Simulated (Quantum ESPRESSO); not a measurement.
The system is Cu.

```
Cu
1.0
     1.21846   -3.97638    0.00000
     1.21846    3.97638    0.00000
     0.00000    0.00000    2.47550
Cu
2
Cartesian
  1.2185 -2.9118 1.8566
  1.2185 2.9118 0.6189
```

This isn't the form of Cu at room conditions, which is fcc.

```yaml
Program: Quantum ESPRESSO 7.5
Task: relaxation of cell and atoms
Functional: PBEsol
Dispersion: rVV10
Potentials_or_basis: GBRV 1.5 PBEsol
Cutoff: 762 eV
Density_cutoff: 6095 eV
k_mesh: 6 × 6 × 6
Occupations: fermi-dirac, width 0.05 eV
Spin: no spin polarisation
```

At the start: pressure -6.1 GPa; volume 11.99 Å³/atom.

**Question.** Where does the relaxation end?

**Answer.** Over 24 steps the energy falls by 8.8 meV/atom and the volume is 11.53 Å³/atom (-3.9 %); space group Cmcm (No. 63, to 0.05 Å).

The path:
| step | energy change (eV) | largest force (eV/Å) | pressure (GPa) | volume (Å³) |
| --- | --- | --- | --- | --- |
| 1 | 0.0000 | 0.0014 | -6.09 | 23.99 |
| 2 | -0.0055 | 0.0089 | -5.06 | 23.82 |
| 3 | -0.0127 | 0.0272 | -3.20 | 23.53 |
| 4 | -0.0166 | 0.0455 | -0.76 | 23.16 |
| 5 | -0.0144 | 0.0507 | 2.01 | 22.78 |
| 6 | -0.0147 | 0.0483 | 2.00 | 22.80 |
| 7 | -0.0151 | 0.0425 | 1.73 | 22.82 |
| 8 | -0.0156 | 0.0350 | 1.48 | 22.86 |
| 9 | -0.0162 | 0.0257 | 1.15 | 22.90 |
| 10 | -0.0167 | 0.0149 | 0.69 | 22.95 |
| 11 | -0.0172 | 0.0044 | 0.34 | 23.01 |
| 12 | -0.0175 | 0.0047 | -0.03 | 23.06 |
| 13 | -0.0176 | 0.0129 | -0.42 | 23.12 |
| 14 | -0.0176 | 0.0129 | -0.49 | 23.11 |
| 15 | -0.0176 | 0.0123 | -0.45 | 23.11 |
| 16 | -0.0176 | 0.0116 | -0.43 | 23.11 |
| 17 | -0.0176 | 0.0108 | -0.42 | 23.11 |
| 18 | -0.0176 | 0.0094 | -0.33 | 23.10 |
| 19 | -0.0176 | 0.0082 | -0.33 | 23.10 |
| 20 | -0.0176 | 0.0069 | -0.32 | 23.09 |
| 21 | -0.0176 | 0.0043 | -0.20 | 23.09 |
| 22 | -0.0176 | 0.0027 | -0.15 | 23.08 |
| 23 | -0.0176 | 0.0005 | -0.14 | 23.07 |
| 24 | -0.0175 | 0.0022 | -0.04 | 23.06 |

Final structure:
```yaml
crystal:
  lattice:
    - [1.19406, -3.95838, 0.00000]
    - [1.19406, 3.95838, 0.00000]
    - [0.00000, 0.00000, 2.43931]
  atoms:
    - { symbol: Cu, position: [0.86669, 0.13331, 0.75000] }
    - { symbol: Cu, position: [0.13331, 0.86669, 0.25000] }
```

Caveat: the k mesh is coarse (spacing up to 0.45 Å⁻¹), so the values aren't converged; rVV10's parameter b was fitted to another functional.
